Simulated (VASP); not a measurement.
The system is AgCl (Chlorargyrite).

```xyz
16
Lattice="0.0000 5.4700 5.4700 5.4700 0.0000 5.4700 5.4700 5.4700 0.0000" Properties=species:S:1:pos:R:3 pbc="T T T"
Ag    0.0000    0.0000    0.0000
Ag    2.7350    2.7350    0.0000
Ag    2.7350    0.0000    2.7350
Ag    5.4700    2.7350    2.7350
Ag    0.0000    2.7350    2.7350
Ag    2.7350    5.4700    2.7350
Ag    2.7350    2.7350    5.4700
Ag    5.4700    5.4700    5.4700
Cl    2.7350    2.7350    2.7350
Cl    5.4700    5.4700    2.7350
Cl    5.4700    2.7350    5.4700
Cl    8.2050    5.4700    5.4700
Cl    2.7350    5.4700    5.4700
Cl    5.4700    8.2050    5.4700
Cl    5.4700    5.4700    8.2050
Cl    8.2050    8.2050    8.2050
```

```yaml
Program: VASP 6.6.1
Task: phonon dispersion
Functional: LDA
Potentials_or_basis: VASP PAW LDA potentials, release 64 (Ag, Cl)
Cutoff: 520 eV
k_mesh: 3 × 3 × 3
Occupations: gaussian, width 0.03 eV
Spin: no spin polarisation
Long-range_dipole_term: yes
Supercell_matrix: "[2, 0, 0, 0, 2, 0, 0, 0, 2]"
Further_INCAR_settings: LREAL = Auto; ALGO = Normal; EDIFF = 1e-07; IBRION = 6; POTIM = 0.015; NSW = 1
```

Q: Is this structure dynamically stable at this level, and how far does the spectrum reach?

A: No: the interpolated spectrum has imaginary modes, down to 18i cm⁻¹ near L. The highest frequency is 190 cm⁻¹.

Phonon frequencies at the corners of the path (cm⁻¹, interpolated; i marks imaginary ones):
```
point           frequencies
    Γ     0 0 0 102 102 165
    X  42 42 59 140 140 178
    W  52 52 67 125 153 153
    K  38 56 68 115 153 161
    L  18i 18i 62 62 99 190
    U  38 56 68 115 153 161
```

A q mesh this small can miss soft modes between its points.

Caveat: some modes are imaginary.
